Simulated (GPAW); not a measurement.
# CuAu (R-3m) in GPAW: optical spectrum with PBE

Aim: the optical spectrum of CuAu with PBE.

All numbers are computed with GPAW 26.7.0; they aren't measurements. Logs are shortened: lines on timing, memory, paths and dates and some standing lists are left out, and cuts for length are marked. The log counts tension as positive stress, the text compression.

### 1 Starting point

It takes space group R-3m (No. 166, trigonal). The conventional cell has a = 2.943 Å, b = 2.943 Å, c = 13.019 Å, α = 90.00°, β = 90.00°, γ = 120.00°. Au (site symmetry -3m) has 6 Cu at 2.76 Å and 6 Au at 2.94 Å as nearest neighbours. Cu (site symmetry -3m) is surrounded by 6 Au at 2.76 Å and 6 Cu at 2.94 Å.

The cell comes from a database or a generator and needn't be the stable form of this composition.

### 2 Optical spectrum, PBE

run.py

```python
from ase.dft.bandgap import bandgap
from ase.io import read, write
from gpaw import GPAW, PW
from gpaw.response.df import DielectricFunction

atoms = read('CuAu.xyz')

calc = GPAW(mode=PW(450),
            xc='PBE',
            kpts={'size': (9, 9, 9), 'gamma': True},
            occupations={'name': 'fermi-dirac', 'width': 0.05},
            nbands=23,
            convergence={'density': 1e-06},
            maxiter=150,
            txt='gpaw.txt')
atoms.calc = calc
energy = atoms.get_potential_energy()
calc.write('gs.gpw')
write('result.traj', atoms)
print(f'Energy: {energy:.6f} eV')
print('Fermi level:', round(calc.get_fermi_level(), 4), 'eV')
print(f'Gap: {bandgap(calc)[0]:.4f} eV, direct: {bandgap(calc, direct=True)[0]:.4f} eV')

dense = calc.fixed_density(kpts={'size': (15, 15, 15), 'gamma': True},
                           nbands=37, convergence={'bands': 31, 'eigenstates': 1e-7},
                           update_fermi_level=True, txt='dense.txt')
dense.write('dense.gpw', mode='all')

df = DielectricFunction('dense.gpw', frequencies={'type': 'nonlinear', 'domega0': 0.05, 'omega2': 10},
                        eta=0.1, ecut=50, nbands=31, rate='eta', txt='df.txt')
for direction in ['x', 'z']:
    df.get_dielectric_function(xc='RPA', direction=direction, filename=f'df_{direction}.csv')
```

CuAu.xyz

```xyz
2
Lattice="1.4713592656 0.8494896681 4.3396462822 -1.4713592656 0.8494896681 4.3396462822 0.0000000000 -1.6989793362 4.3396462822" Properties=species:S:1:pos:R:3 pbc="T T T"
Au     0.0000000000      0.0000000000      0.0000000000
Cu     0.0000000000      0.0000000000      6.5094694233
```

Potentials or basis: GPAW PAW data sets (gpaw-data 1.2.1), pw.

Run with:

```
OMP_NUM_THREADS=1 python run.py
```

gpaw.txt:

```text
__  _  _
 | _ |_)|_||  |
 |__||  | ||/\| - 26.7.0

Input parameters:
  mode=PW(ecut=450.00000000000006),
  convergence={'density': 1e-06},
  kpts=MonkhorstPack(size=(9, 9, 9), gamma=True),
  maxiter=150,
  nbands=23,
  occupations=Occupations(name='fermi-dirac', width=0.05),
  xc=XC(name='PBE')

Diagonalizing LCAO Hamiltonian
Converting LCAO to pw mode

       Cu

       Au

Atoms  # Å, Bohr magnetons
|   | symbol |        x |        y |        z |    initial magnetic moments |
|---|--------|----------|----------|----------|-----------------------------|
| 0 |     Au | 0.000000 | 0.000000 | 0.000000 | ( 0.0000,  0.0000,  0.0000) |
| 1 |     Cu | 0.000000 | 0.000000 | 6.509469 | ( 0.0000,  0.0000,  0.0000) |

Unit cell  # Å
| periodic |         x |         y |        z |  lengths |    angles |
|----------|-----------|-----------|----------|----------|-----------|
|      yes |  1.471359 |  0.849490 | 4.339646 | 4.660371 | 36.808229 |
|      yes | -1.471359 |  0.849490 | 4.339646 | 4.660371 | 36.808229 |
|      yes |  0.000000 | -1.698979 | 4.339646 | 4.660371 | 36.808229 |

Number of symmetries: 12
Symmetry operations  # r_c * U_cc + t_c -> r_c
|    | kind |            matrix            |
|----|------|------------------------------|
|  0 |  E   |  1, 0, 0,  0, 1, 0,  0, 0, 1 |
|  1 |  σ   |  1, 0, 0,  0, 0, 1,  0, 1, 0 |
|  2 |  σ   |  0, 1, 0,  1, 0, 0,  0, 0, 1 |
|  3 |  C3  |  0, 1, 0,  0, 0, 1,  1, 0, 0 |
|  4 |  C3  |  0, 0, 1,  1, 0, 0,  0, 1, 0 |
|  5 |  σ   |  0, 0, 1,  0, 1, 0,  1, 0, 0 |
|  6 |  C2  |  0, 0,-1,  0,-1, 0, -1, 0, 0 |
|  7 |  S6  |  0, 0,-1, -1, 0, 0,  0,-1, 0 |
|  8 |  S6  |  0,-1, 0,  0, 0,-1, -1, 0, 0 |
|  9 |  C2  |  0,-1, 0, -1, 0, 0,  0, 0,-1 |
| 10 |  C2  | -1, 0, 0,  0, 0,-1,  0,-1, 0 |
| 11 |  i   | -1, 0, 0,  0,-1, 0,  0, 0,-1 |

BZ-sampling:
  Number of BZ points: 729
  Number of IBZ points: 85

  Monkhorst-Pack size: [9, 9, 9]
  Monkhorst-Pack shift: [0, 0, 0]

K-points  # in reciprocal-cell coordinates
|     |                                coordinates |     weight |
|-----|--------------------------------------------|------------|
|   0 | (  0.00000000,   0.00000000,   0.00000000) | 0.00137174 |
|   1 | (  0.11111111,   0.00000000,  -0.11111111) | 0.00823045 |
|   2 | (  0.11111111,   0.00000000,   0.00000000) | 0.00823045 |
|   3 | (  0.11111111,   0.11111111,  -0.11111111) | 0.00823045 |
|   4 | (  0.11111111,   0.11111111,   0.00000000) | 0.00823045 |
|   5 | (  0.11111111,   0.11111111,   0.11111111) | 0.00274348 |
|   6 | (  0.22222222,  -0.11111111,  -0.11111111) | 0.00823045 |
|   7 | (  0.22222222,   0.00000000,  -0.22222222) | 0.00823045 |
|   8 | (  0.22222222,   0.00000000,  -0.11111111) | 0.01646091 |
|   9 | (  0.22222222,   0.00000000,   0.00000000) | 0.00823045 |
| ... |                                            |            |
|  84 | (  0.44444444,   0.44444444,   0.44444444) | 0.00274348 |

Plane wave coefficients: 719
Cutoff: 450.00000000000006 eV

Spin-components: 1 (collinear spins)
Bands:           23
Projectors:      12
Spin-degeneracy: 2
Datatype:        complex128

Parallelization:
  kpt:    1
  domain: 1
  band:   1

Density:
  Valence electrons: 22.0
  Components: 1
  Grid points: [24 24 24]
  Charge: 0.0  # |e|

Potential:
  Grid points: [24 24 24]

species:
  Au:
    name:    Gold
    Z:       79.0
    valence: 11
    core:    68
    charge:  0.0  # [|e|]
    compensation charges:
      type: gauss
      rc: 0.42  # [Å]
      lmax: 2
    cutoffs:
      filter: 2.33  # [Å]
      core: 2.81  # [Å]
    projectors
    | kind |    occ | energy [eV] | rcut [Å] |
    |------|--------|-------------|----------|
    |   6s |  1.000 |      -5.728 |    1.323 |
    |   6p |  0.000 |      -0.775 |    1.323 |
    |   5d | 10.000 |      -6.891 |    1.323 |
    |    s |        |      21.484 |    1.323 |
    |    p |        |      26.436 |    1.323 |
    |    d |        |      20.321 |    1.323 |

    Using partial waves for Au as LCAO basis

  Cu:
    name:    Copper
    Z:       29.0
    valence: 11
    core:    18
    charge:  0.0  # [|e|]
    compensation charges:
      type: gauss
      rc: 0.33  # [Å]
      lmax: 2
    cutoffs:
      filter: 2.06  # [Å]
      core: 2.43  # [Å]
    projectors
    | kind |    occ | energy [eV] | rcut [Å] |
    |------|--------|-------------|----------|
    |   4s |  1.000 |      -4.609 |    1.164 |
    |   4p |  0.000 |      -0.698 |    1.164 |
    |   3d | 10.000 |      -5.039 |    1.058 |
    |    s |        |      22.603 |    1.164 |
    |    p |        |      26.513 |    1.164 |
    |    d |        |      22.172 |    1.058 |

    Using partial waves for Cu as LCAO basis

Reference energy: -561619.722950  # eV

eigensolver:
  PPCG
  Converge bands: occupied
  niter=2

density mixing:
  MSR1-Mixer
  Pratt-step length: 0.05
  Maximum mixing coefficient: 0.75
  Old densities: 10
  SVD Regularization: 0.005
  Good broyden scale: 1.0
  Trust region scale: 1.0
  Backstep threshold: 4.0
  History deletion threshold: 6.0
  Fourier metric: weight=20.0, sigma=0.015

occupation numbers:
  Fermi-Dirac:
    width: 0.0500  # eV

poisson solver:
  ecut: 3600.0000000000005  # eV

xc functional:
  name: PBE with 2 nearest neighbor stencil

convergence criteria:
- Maximum integral of absolute [dens]ity change: 1e-06 electrons / valence electron
- Maximum [total energy] change in last 3 cyles: 0.0005 eV / valence electron
- Maximum integral of absolute [eigenst]ate change: 4e-08 eV^2 / valence electron
maximum number of iterations: 150

SCF iterations
|iter     | |      energy | eigst |  dens |
|---------|-|-------------|-------|-------|
|iter:   1| |   -7.698869 | -0.38 |       |
|iter:   2| |   -7.357500 | -2.76 | -1.00 |
|iter:   3| |   -6.792185 | -2.15 | -1.08 |
|iter:   4| |   -6.716971 | -2.94 | -1.52 |
|iter:   5| |   -6.707998 | -4.51 | -1.99 |
|iter:   6| |   -6.703880 | -4.41 | -2.16 |
|iter:   7| |   -6.703697c| -5.25 | -2.74 |
|iter:   8| |   -6.703689c| -5.82 | -3.23 |
|iter:   9| |   -6.703689c| -7.79c| -4.08 |
|iter:  10| |   -6.703689c| -7.56c| -4.58 |
|iter:  11| |   -6.703689c| -8.17c| -5.33 |
|iter:  12| |   -6.703689c| -8.68c| -5.66 |
|iter:  13| |   -6.703689c| -9.33c| -6.43c|

Converged in 13 steps
Energy contributions relative to reference atoms: (reference = -561619.722950)

Energy contributions:
  Kinetic:         -25.538132
  Coulomb:          20.242413
  Zero:              0.262006
  External:          0.000000
  Xc:               -1.665545
  Entropy:          -0.008863
  Spinorbit:         0.000000
  ----------------------------
  Free energy:      -6.708121
  Extrapolated:     -6.703689

dipole moment: (-0.000000, 0.000000, -44.730382)  # |e|*Ang

Fermi level: 7.730
Eigenvalues  # (at kpt = [0.000, 0.000, 0.000])
| band index |      eig [eV] | occ [0-2] |
|------------|---------------|-----------|
|          0 |        -1.217 |     2.000 |
|        ... |               |           |
|          3 |         3.185 |     2.000 |
|          4 |         4.107 |     2.000 |
|          5 |         4.107 |     2.000 |
|          6 |         5.163 |     2.000 |
|          7 |         5.618 |     2.000 |
|          8 |         5.618 |     2.000 |
[... 8 lines left out ...]
|         17 |        27.579 |     0.000 |
|         18 |        27.579 |     0.000 |
|        ... |               |           |
|         22 |        31.701 |     0.000 |

No gap
No difference between direct/indirect transitions
# Writing to gs.gpw (mode='')
```

Wall time 7.5 min (1 thread of Arm Neoverse V1, shared host); peak memory 0.56 GiB.

Results:

- Free energy: -6.7081 eV
- Band gap on the k mesh: none (metal or under the smearing width)

Dielectric function (mean over the directions given):
```
energy (eV)  real part  imaginary part
       0.77    -130.42           41.86
       1.43     -32.30            9.39
       2.00     -13.52            9.45
       2.66      -4.84            8.57
       3.30      -5.55            7.07
       3.89      -3.38            5.69
       4.51      -2.54            4.72
       5.16      -1.93            4.42
       5.76      -2.15            4.42
       6.39      -1.52            3.56
       7.04      -1.34            2.95
       7.63      -1.18            2.56
       8.25      -0.98            2.29
       8.89      -0.71            2.06
       9.56      -0.52            1.86
      10.16      -0.35            1.71
      10.78      -0.23            1.69
      11.41      -0.13            1.57
      12.08      -0.23            1.46
      12.65      -0.13            1.34
      13.36      -0.04            1.34
      13.97      -0.04            1.23
      14.61       0.02            1.11
      15.26       0.06            1.01
      15.94       0.07            0.88
      16.64       0.15            0.83
      17.36       0.25            0.75
      18.12       0.32            0.77
      18.90       0.40            0.69
      19.87       0.47            0.83
```

Caveat: the intraband term hangs on this k mesh; the long-wavelength limit can be off by several per cent where d states take part; independent-particle spectra lack excitons; the program warned that so skewed a cell can give wrong results.
